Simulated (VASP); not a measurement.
Runs of VASP 6.6.1 on Ru. It takes space group P6_3/mmc (No. 194, hexagonal). The conventional cell has a = 2.706 Å, b = 2.706 Å, c = 4.282 Å, α = 90.00°, β = 90.00°, γ = 120.00°. Ru (site symmetry -6m2) has 12 Ru at 2.65 to 2.71 Å as nearest neighbours. 

```csv
task,level,potentials or basis,cell,k mesh,cutoff (eV),ladder,gap on the mesh (eV),pressure (GPa),relaxed volume (Å³/atom)
relaxation of cell and atoms,vdW-DF2,"VASP PAW PBE potentials, release 64 (Ru_pv)",relaxed,11 × 11 × 6,600,-,none,0.0,14.86
band structure,PW91,"VASP PAW PBE potentials, release 64 (Ru_pv)",as given,11 × 11 × 6,520,-,-,(a),-
relaxation of cell and atoms,BLYP,"VASP PAW PBE potentials, release 64 (Ru_pv)",relaxed,11 × 11 × 6,600,-,none,0.0,14.45
relaxation of cell and atoms,LDA,"VASP PAW LDA potentials, release 64 (Ru_pv)",relaxed,10 × 10 × 6,600,gaps,none,0.0,(b)
single point,PBE,"VASP PAW PBE potentials, release 64 (Ru_pv)",as given,11 × 11 × 6,520,-,none,4.5,-
relaxation of cell and atoms,SCAN,"VASP PAW PBE potentials, release 64 (Ru_pv)",relaxed,11 × 11 × 6,600,-,none,0.0,13.38
band structure,revPBE,"VASP PAW PBE potentials, release 64 (Ru_pv)",as given,11 × 11 × 6,520,-,-,7.7,-
```

Alike in all rows: no spin polarisation; smearing fermi-dirac 0.05 eV.

Q: Fill in the values left out.

A: (a) 6.2; (b) 13.13.

Caveats: the PAW data sets were made with another functional, which shifts forces and pressure a little (some runs).

A k mesh can miss the band edges, and the runs leave out spin-orbit coupling on Ru.

A gap of «none» marks a metal or a gap under the smearing width.

Not every run made on this cell is shown here.
